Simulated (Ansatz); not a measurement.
# NaH: the cell at several levels of theory

How does the equilibrium cell of NaH in the h-MgO structure depend on the functional? It is relaxed with PBE, r2SCAN, PBEsol, LDA and HSE06. This is a trial cell built on a prototype, not taken from a measured structure, and it needn't be the compound's ground state.

Program: Ansatz 0.2.0. PAW datasets, plane waves, zero pressure. Spin-unpolarised throughout. Whether this structure exists isn't addressed.

## (1) The structure to begin with

This is the cell as the run starts from it, not yet at rest; its lengths are not the crystal's.

The symmetry is P6_3/mmc (No. 194, hexagonal); conventional cell a = 3.211 Å, c = 4.014 Å, 8.96 Å³ an atom. Around Na lie 5 H at 1.85–2.01 Å; around H lie 5 Na at 1.85–2.01 Å.

As a file:

Space group P6_3/mmc (No. 194). a = 3.211 Å, b = 3.211 Å, c = 4.014 Å, α = 90.00°, β = 90.00°, γ = 120.00°
```
atom  site  symmetry       x       y       z
  Na    2c      -6m2  0.3333  0.6667  0.2500
   H    2d      -6m2  0.6667  0.3333  0.2500
```

## (2) Relaxing with PBE

Contents of input.yaml:

```yaml
crystal:
  lattice:
    - [3.2112739336, 0.0, 0.0]
    - [-1.6056369668, 2.781044805, 0.0]
    - [0.0, 0.0, 4.0138791]
  atoms:
    - { symbol: Na, position: [0.3333333333, 0.6666666667, 0.25] }
    - { symbol: Na, position: [0.6666666667, 0.3333333333, 0.75] }
    - { symbol: H, position: [0.6666666667, 0.3333333333, 0.25] }
    - { symbol: H, position: [0.3333333333, 0.6666666667, 0.75] }
kpoints:
  mp_grid: { grid: [12, 12, 6] }
hamiltonian:
  xc: pbe
scf:
  occupations: { method: fermi_dirac, width: 0.02 }
relax:
  f_tol: 0.005
  cell: {}
```

After this run come: Relaxing with r2SCAN; PBEsol: cell and atoms; Relaxing with LDA; HSE06: cell and atoms.

Q: Predict the outcome of this session. Wanted: for each run, a; c; volume; space group; SCF geometries.

As calculated:

| level | a (Å) | c (Å) | volume (Å³/atom) | space group | SCF geometries |
| --- | --- | --- | --- | --- | --- |
| PBE | 3.973 | 4.876 | 16.669 | P6_3/mmc | 13 |
| r2SCAN | 3.953 | 4.828 | 16.338 | P6_3/mmc | 4 |
| PBEsol | 3.942 | 4.833 | 16.259 | P6_3/mmc | 5 |
| LDA | 3.863 | 4.724 | 15.263 | P6_3/mmc | 4 |
| HSE06 | 3.960 | 4.838 | 16.422 | P6_3/mmc | 3 |

From the start to the first minimum the volume moved by +86.0 %. The volume runs from LDA (least) to PBE (most), a spread of 9.2 %, or 3.0 % in length if all axes shared it alike. The meshes differ: PBE 12×12×6, r2SCAN 6×6×6, PBEsol 6×6×6, LDA 6×6×6, HSE06 6×6×4.
